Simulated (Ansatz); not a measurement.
Input of an Ansatz 0.2.0 run:

File input.yaml:

```yaml
crystal:
  lattice:
    - [0.0, 2.1839935596, 2.1839935596]
    - [2.1839935596, 0.0, 2.1839935596]
    - [2.1839935596, 2.1839935596, 0.0]
  atoms:
    - { symbol: Al, position: [0.0, 0.0, 0.0] }
    - { symbol: "N", position: [0.25, 0.25, 0.25] }
hamiltonian:
  xc: pbe
  pseudopotentials: { kind: paw }
kpoints:
  mp_grid: { grid: [10, 10, 10] }
scf:
  occupations: { method: gaussian, width: 0.026 }
output:
  forces: true
  stress: true
  eigenvalues: true
```

Potentials or basis: Ansatz PAW.

Launch:

```bash
$ ansatz run input.yaml --threads 2 --pin off --max-ram 5632MiB --backend cpu --events-out ev --progress --plain --runs-dir out
```

Problem. What does it give for the band gap on the k mesh?

Solution. 3.33 eV, indirect (least direct gap 4.19 eV).

Problem. Estimate the pressure.

Solution. 4.9 GPa.

Caveat: the pressure holds a Pulay correction of +0.5 GPa for the finite cutoff. A k mesh can miss the band edges.
